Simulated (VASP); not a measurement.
These are PBE GGA, VASP's PBE PAW potentials (set 64) (plane waves; VASP 6.6.1) values and carry that method's errors.

VASP input:

KPOINTS:
```
Regular mesh
0
Gamma
  6 6 6
0 0 0
```

**INCAR**
```
EDIFF = 1E-6
LCHARG = .FALSE.
LWAVE = .FALSE.
ENCUT = 300
LMAXMIX = 4   ! l cut-off of mixed one-centre charges
GGA = PE
ISIF = 2
LASPH = .TRUE.
NELM = 100   ! most electronic steps
SIGMA = 0.02   ! width (eV)
ISMEAR = 0
SYSTEM = CsCl
ALGO = Normal   ! blocked Davidson
LREAL = .FALSE.
PREC = Accurate
```

**POSCAR**
```
CsCl
1
    4.1780930000     0.0000000000     0.0000000000
    0.0000000000     4.1780930000     0.0000000000
    0.0000000000     0.0000000000     4.1780930000
Cs Cl
1 1
Direct
  0.0000000000   0.0000000000   0.0000000000
  0.5000000000   0.5000000000   0.5000000000
```

POTCAR, in this order: Cs_sv Cl (PBE.64 set). Program: vasp_std.

The resulting files:

File OUTCAR:
```
 ion  position               nearest neighbor table
   1  0.000  0.000  0.000-
   2  0.500  0.500  0.500-
  LATTYP: Found a simple cubic cell.
 ALAT       =     4.1780930000
 Subroutine PRICEL returns:
 Original cell was already a primitive cell.
 Subroutine GETGRP returns: Found 48 space group operations
The static configuration has the point symmetry O_h .
The dynamic configuration has the point symmetry O_h .
 Subroutine INISYM returns: Found 48 space group operations
 Subroutine IBZKPT returns following result:
 Found     20 irreducible k-points:

 Following reciprocal coordinates:
            Coordinates               Weight
  0.000000  0.000000  0.000000      1.000000
  0.166667  0.000000  0.000000      6.000000
  0.333333  0.000000  0.000000      6.000000
  0.500000  0.000000  0.000000      3.000000
  0.166667  0.166667  0.000000     12.000000
  0.333333  0.166667  0.000000     24.000000
  0.500000  0.166667  0.000000     12.000000
  0.333333  0.333333  0.000000     12.000000
  0.500000  0.333333  0.000000     12.000000
...
```

OSZICAR:
```
       N       E                     dE             d eps       ncg     rms          rms(c)
DAV:   1     0.754829040228E+02    0.75483E+02   -0.50141E+03   480   0.754E+02
DAV:   2    -0.207885832241E+01   -0.77562E+02   -0.72349E+02   764   0.157E+02
DAV:   3    -0.692269588200E+01   -0.48438E+01   -0.48264E+01   604   0.438E+01
DAV:   4    -0.696708748117E+01   -0.44392E-01   -0.44386E-01   564   0.531E+00
DAV:   5    -0.696772838120E+01   -0.64090E-03   -0.64085E-03   616   0.589E-01    0.235E+00
DAV:   6    -0.658491750006E+01    0.38281E+00   -0.65600E-01   544   0.454E+00    0.184E+00
DAV:   7    -0.653813915960E+01    0.46778E-01   -0.20150E-01   652   0.248E+00    0.108E+00
DAV:   8    -0.653873639120E+01   -0.59723E-03   -0.15474E-02   556   0.936E-01    0.138E-01
DAV:   9    -0.653921562589E+01   -0.47923E-03   -0.36897E-03   620   0.384E-01    0.120E-01
DAV:  10    -0.653934687782E+01   -0.13125E-03   -0.32085E-04   564   0.142E-01    0.180E-02
DAV:  11    -0.653936191253E+01   -0.15035E-04   -0.30114E-05   628   0.381E-02    0.582E-03
DAV:  12    -0.653936163040E+01    0.28213E-06   -0.86086E-06   564   0.182E-02
   1 F= -.65393616E+01 E0= -.65393616E+01  d E =-.814970E-23
```

File OUTCAR:
```
------------------------ aborting loop because EDIFF is reached ----------------------------------------
  FORCE on cell =-STRESS in cart. coord.  units (eV):
  Direction    XX          YY          ZZ          XY          YZ          ZX
  --------------------------------------------------------------------------------------
  Total        0.0749459      0.0749459      0.0749459      0.0000000      0.0000000      0.0000000
  in kB        1.6463565      1.6463565      1.6463565      0.0000000      0.0000000      0.0000000
  external PRESSURE =       1.6463565 kB  Pullay stress =       0.0000000 kB
  volume of cell :       72.93
      direct lattice vectors                 reciprocal lattice vectors
     4.178093000  0.000000000  0.000000000     0.239343643  0.000000000  0.000000000
     0.000000000  4.178093000  0.000000000     0.000000000  0.239343643  0.000000000
     0.000000000  0.000000000  4.178093000     0.000000000  0.000000000  0.239343643
 POSITION                                       TOTAL-FORCE (eV/Angst)
 -----------------------------------------------------------------------------------
      0.00000      0.00000      0.00000         0.000000      0.000000      0.000000
      2.08905      2.08905      2.08905         0.000000      0.000000      0.000000
 -----------------------------------------------------------------------------------
    total drift:                                0.000000      0.000000     -0.000000
  FREE ENERGIE OF THE ION-ELECTRON SYSTEM (eV)
  ---------------------------------------------------
  free  energy   TOTEN  =        -6.5393616304 eV

  energy  without entropy=       -6.5393616304  energy(sigma->0) =       -6.53936163
```
(Selected blocks of OUTCAR.)

At this cut-off the stress carries a Pulay error, which pulls relaxed volumes low.

The structure comes from a computed database's CsCl entry; how it stands against other phases isn't given here. The cell was not relaxed at this level. The run is one of a series of settings (AEXX removed, HFRCUT removed, ISYM removed, LHFCALC removed, PRECFOCK removed against the base run), some of them coarse on purpose.
